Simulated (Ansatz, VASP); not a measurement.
## Te2Pt in VASP and in Ansatz

```xyz
3
Lattice="4.0470 0.0000 0.0000 -2.0235 3.5048 0.0000 0.0000 0.0000 5.4784" Properties=species:S:1:pos:R:3 pbc="T T T"
Te    2.0235    1.1683    4.1135
Te    0.0000    2.3365    1.3649
Pt    0.0000    0.0000    0.0000
```

The cell is a database's computed one.

Alike in both runs: task single point; functional PBE; k mesh 6 × 6 × 4; occupations gaussian, width 0.1 eV; no spin polarisation.

|  | VASP | Ansatz |
| --- | --- | --- |
| version | VASP 6.6.1 | Ansatz 0.2.0 |
| potentials or method | VASP PAW PBE potentials, release 64 (Te, Pt) | scalar-relativistic, plane waves, PAW |
| plane-wave cutoff (eV) | 520 | 420 |
| valence electrons in the cell | 22 | 50 |

VASP gave:

```
gap on the k mesh at the Fermi level (eV)       : none
pressure (GPa)                                  : 1.6
largest component of the traceless stress (GPa) : 0.78
rms of the force components (eV/Å)              : 0.093
```

Which values does Ansatz return?

gap on the k mesh at the Fermi level (eV): none; pressure (GPa): 1.8; largest component of the traceless stress (GPa): 0.81; rms of the force components (eV/Å): 0.097.

Atom by atom the forces differ by 0.004 eV/Å (rms over components). A gap of «none» marks a metal or a gap that the smearing closes. With one functional, cell and mesh, what is left measures potentials, basis and numerics. The two sets of potentials don't hold the same shells in valence. Ansatz warned: «structure_snapped_to_symmetry».

The runs have no spin-orbit coupling, so splittings on Pt, Te are missing.
